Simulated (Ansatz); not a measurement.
## Al: from a migration barrier to a jump rate

Computed with Ansatz, DFT PBEsol, scalar-relativistic, plane waves, PAW. The runs took a 420 eV cutoff, a Γ-centred 4×4×4 mesh and Gaussian smearing (0.1 eV). No spin polarisation.

In a supercell of 20 sites an atom of Al jumps into a neighbouring Al vacancy, a = 2.84 Å from site to site in the perfect crystal, in a neutral cell. A nudged elastic band with 5 inner images puts the highest image 0.660 eV above the start and 0.660 eV above the end. No image climbed, so the top of the path can lie higher. Take it as the barrier; the order of the saddle wasn't checked, and the cell is small.

Question: With an assumed attempt frequency of 10¹³ s⁻¹, how often does the jump happen, and how fast does the vacancy diffuse?

Answer: Transition-state theory gives Γ = ν exp(−E/k_BT), and one such jump direction contributes Γa²/6 to the vacancy's diffusion coefficient averaged over directions:

```csv
T (K),E/k_BT,Γ (1/s),Γa²/6 (cm²/s)
300,25.5,8.2 × 10^1,1.1 × 10^-14
600,12.8,2.9 × 10^7,3.9 × 10^-9
1000,7.7,4.7 × 10^9,6.4 × 10^-7
1500,5.1,6.1 × 10^10,8.2 × 10^-6
```

The rate reaches one jump a second at T = E/(k_B ln 10¹³) = 256 K. The number of equivalent jumps multiplies D if they link up through the crystal; a hop between two sites alone gives no long-range diffusion, which then waits on a higher barrier. In either case the atoms' own diffusion carries the vacancy concentration and a correlation factor besides. Rows above the melting point are formal, and so are rows where E/k_BT falls under about 3, since the theory needs rare jumps.

Question: How much does an error of 0.1 eV in the barrier matter?

Answer: It multiplies the rate by exp(0.1 eV/k_BT): 48 at 300 K and 3.2 at 1000 K, more than the usual doubt about ν at low temperature.

Cost: 1 run of about 17 core-minutes, on Arm Neoverse V1 (shared hosts).